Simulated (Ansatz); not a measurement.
C, one cell by several methods

```yaml
crystal:
  lattice:
    - [1.22803, 0.70900, 3.28007]
    - [-1.22803, 0.70900, 3.28007]
    - [0.00000, -1.41800, 3.28007]
  atoms:
    - { symbol: C, position: [0.16400, 0.16400, 0.16400] }
    - { symbol: C, position: [0.83600, 0.83600, 0.83600] }
```

Atom numbers follow the list: C1, C2.

Conventional cell: a = 2.456 Å, b = 2.456 Å, c = 9.840 Å, α = 90.00°, β = 90.00°, γ = 120.00°. C (atom 1) is surrounded by 3 C at 1.42 Å.

The cell is COD entry 1200018, as deposited and not checked against the literature; nothing was relaxed. It is an old determination, and later ones may differ. The listed cell was then made from it by scaling, straining or moving an atom.

All numbers are computed: DFT, PBEsol, PAW with Ansatz's default frozen-core files, scalar-relativistic (Ansatz 0.2.0); DFT, PBEsol, all-electron LAPW, scalar-relativistic (Ansatz 0.2.0).

For PAW: a Γ-centred 17×17×17 k mesh, Fermi–Dirac smearing of 0.03 eV, cutoff 420 eV, no spin polarisation; the PAW files were made with PBE, and the program remakes their frozen cores for this functional. LAPW targets a basis error of 0.5 meV/atom. The Ansatz runs share mesh, smearing and spin set-up. Plane-wave (PAW) pressures include the program's estimate of the Pulay term.

Stress and pressure are positive in compression.

PAW results:

```
             quantity    PAW
       pressure (GPa)   1.37
      stress xx (GPa)   1.26
      stress zz (GPa)   1.59
force on C1, z (eV/Å)  0.848
        band gap (eV)  0.314
```

**Question.** What does full-potential LAPW give for the same quantities?

**Answer.** 
```json
{"quantity": "pressure (GPa)", "LAPW": "1.33"}
{"quantity": "stress xx (GPa)", "LAPW": "1.19"}
{"quantity": "stress zz (GPa)", "LAPW": "1.62"}
{"quantity": "force on C1, z (eV/Å)", "LAPW": "0.848"}
{"quantity": "band gap (eV)", "LAPW": "0.314"}
```
